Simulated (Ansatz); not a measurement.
Here is an Ansatz 0.2.0 calculation.

File input.yaml:

```yaml
crystal:
  lattice:
    - [2.9121517351, 0.0, 0.0]
    - [-1.4560758676, 2.5219973823, 0.0]
    - [0.0, 0.0, 10.55527]
  atoms:
    - { symbol: Ni, position: [0.0, 0.0, 0.5], spin: 1.0 }
    - { symbol: Ni, position: [0.0, 0.0, 0.0], spin: 1.0 }
    - { symbol: O, position: [0.3333333333, 0.6666666667, 0.589079] }
    - { symbol: O, position: [0.3333333333, 0.6666666667, 0.910921] }
    - { symbol: O, position: [0.6666666667, 0.3333333333, 0.410921] }
    - { symbol: O, position: [0.6666666667, 0.3333333333, 0.089079] }
hamiltonian:
  xc: pbesol
  pseudopotentials: { kind: paw }
  hubbard: { sites: [{ species: Ni, l: d, u_eff: 4.0 }] }
magnetization:
  spin_polarized: true
kpoints:
  mp_grid: { grid: [10, 10, 3] }
scf:
  occupations: { method: fermi_dirac, width: 0.05 }
  n_extra_bands: 15
output:
  forces: true
  stress: true
  eigenvalues: true
  dos: { projected: true, de: 0.05, nscf_kmesh: { grid: [15, 15, 5] } }
```

Potentials or basis: Ansatz PAW.

Command:

```console
$ ansatz run input.yaml --threads 2 --pin off --max-ram 5632MiB --backend cpu --events-out ev --progress --plain --runs-dir out
```

Predict the band gap on the k mesh.

1.30 eV, indirect (least direct gap 1.43 eV).

What does it give for the pressure?

-14.7 GPa.

Estimate the net moment.

0.00 μB per cell.

What does it give for the largest force?

0.895 eV/Å.

Stress tensor (GPa, compression positive):
```
-18.63   0.00   0.00
  0.00 -18.63   0.00
  0.00   0.00  -6.87
```

Caveat: the magnetic or orbital state may not be the lowest; odd divisions of the mesh miss points on the zone boundary, where band edges often lie, so the gap on the mesh can be too wide; the pressure holds a Pulay correction of +0.7 GPa for the finite cutoff; the PAW data sets come from PBE, with cores solved anew for the run's functional, which leaves a small shift of forces and pressure; the density of states is complete only up to the lowest level of the last band computed; the starting moments weren't kept. A k mesh can miss the band edges.
